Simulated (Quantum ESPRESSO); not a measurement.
ZrB2:

```
CELL_PARAMETERS angstrom
3.17000 0.00000 0.00000
-1.58500 2.74530 0.00000
0.00000 0.00000 3.53300
ATOMIC_POSITIONS crystal
Zr 0.00000 0.00000 0.00000
B 0.66667 0.33333 0.50000
B 0.33333 0.66667 0.50000
```

Base run:

* Program: Quantum ESPRESSO 7.5
* Functional: PBEsol
* Potentials or basis: GBRV 1.5 PBEsol
* Cutoff: 612 eV
* Density cutoff: 4898 eV
* k mesh: 10 × 10 × 8
* Occupations: fermi-dirac, width 0.05 eV
* Spin: no spin polarisation
* Hubbard terms: Zr d U = 5 eV

Its results: band gap on the k mesh none (metal or under the smearing width); pressure -8.2 GPa.

The run is repeated on the same cell with these changes: hubbard terms from Zr d U = 5 eV to Zr d U = 3 eV. What comes out?

Band gap on the k mesh none (metal or under the smearing width); pressure -6.5 GPa.

Caveats: U without spin polarisation on a metal has little footing; the U is typed as a test and isn't derived for this compound.

Not every run made on this cell is shown here.
